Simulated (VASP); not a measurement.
PbS2:

```
Pb S
1.0
     1.90988    1.10267    5.89738
    -1.90988    1.10267    5.89738
     0.00000   -2.20534    5.89738
Pb S
1 2
Cartesian
  0.0000 0.0000 0.0000
  0.0000 0.0000 4.3743
  0.0000 0.0000 13.3179
```

The cell was built by a generator and needn't be a form met in nature.

Base run:

- Program: VASP 6.6.1
- Functional: r2SCAN
- Potentials or basis: VASP PAW PBE potentials, release 64 (Pb_d, S)
- Cutoff: 520 eV
- k mesh: 8 × 8 × 8
- Occupations: fermi-dirac, width 0.02 eV
- Spin: no spin polarisation

Its results: band gap on the k mesh 0.23 eV, indirect (least direct gap 0.37 eV); pressure 0.9 GPa; largest force 0.022 eV/Å.

Q: The run is repeated on the same cell with these changes: dispersion from none to rVV10. What comes out?

A: Band gap on the k mesh 0.21 eV, indirect (least direct gap 0.35 eV); pressure 0.1 GPa; largest force 0.019 eV/Å.

Dispersion adds attraction, which lowers the pressure at fixed volume.

Caveats: the PAW data sets were made with another functional, which shifts forces and pressure a little; spin-orbit coupling is left out, which as a rule narrows the gap of such compounds by several tenths of an eV.

A k mesh can miss the band edges.
